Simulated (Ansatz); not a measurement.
Wires are cut from relaxed bulk CoO (Fm-3m, 9.58 Å³/atom, gap on the mesh 0.00 eV); atoms and period are relaxed, and energies count from that bulk.

Method: DFT PBE, scalar-relativistic, plane waves, PAW in Ansatz 0.2.0.

Settings: cutoff 420 eV, Γ-centred mesh 1×1×13 on the computed 8-atom cell, Gaussian smearing of 0.05 eV; collinear spin from starting moments 2.74 0.35 2.74 2.74 2.74 0.35 0.35 0.35 μB.

Start ([001] wire, 8 host atoms a period):

```xyz
8
Lattice="11.1000 0.0000 0.0000 0.0000 13.5000 0.0000 0.0000 0.0000 4.2483" Properties=species:S:1:pos:R:3 pbc="T T T"
Co    6.6121    6.7500    0.0000
O     4.4879    6.7500    0.0000
Co    6.6121    4.6258    2.1242
Co    6.6121    8.8742    2.1242
Co    4.4879    6.7500    2.1242
O     6.6121    6.7500    2.1242
O     6.6121    4.6258    0.0000
O     6.6121    8.8742    0.0000
```

Problem. Give the relaxed structure and its energy.

Solution. The free energy falls by 566 meV/atom. It ends far from its start (an atom moved by over half a bond, or the period changed much).

```
excess energy (eV per host atom) : 0.142
line energy (eV/Å)               : 0.321
period (Å)                       : 3.541
gap on the mesh (eV)             : 0
size of the moment (μB per cell) : 10.00
```

Relaxed structure:
```xyz
8
Lattice="11.1000 0.0000 0.0000 0.0000 13.5000 0.0000 0.0000 0.0000 3.5411" Properties=species:S:1:pos:R:3 pbc="T T T"
Co    6.6408    6.7500    0.0000
O     4.3209    6.7500    0.0000
Co    6.3346    4.9924    1.7706
Co    6.3346    8.5076    1.7706
Co    4.5675    6.7500    1.7706
O     7.4279    6.7500    1.7706
O     6.5110    4.7669    0.0000
O     6.5110    8.7331    0.0000
```

Moments started parallel, and an antiferromagnetic order may lie lower.

Each run keeps its start's symmetry and one magnetic start, so lower states can exist.

It took 2.5 min on 4 threads of AMD EPYC 9R45 96-Core Processor (Zen 5), with other jobs on the host, peak memory 1.5 GiB.